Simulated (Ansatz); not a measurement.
Crystals in the rock-salt structure, computed with r2SCAN in Ansatz (plane-wave DFT, scalar-relativistic, harmonic phonons, no LO–TO term at Γ; fixed occupations; no spin; PAW, where unfrozen means all-electron datasets; each on its own modest k mesh, which can be coarse for ε∞).

One of them, on the k mesh 6×6×6 in its typed cell of 14.2 Å³ an atom, gives top Γ mode (cm⁻¹) 263 (phonons by finite displacements).

Caveats: coarse k mesh.

**Question.** Which crystal is it?
A. SrO
B. CaO
C. MgO
D. KBr

**Answer.** B. It is CaO. The others give, for the top Γ mode in cm⁻¹: MgO 364 on 6×6×6, KBr 105 on 6×6×6, SrO 199 on 6×6×6.
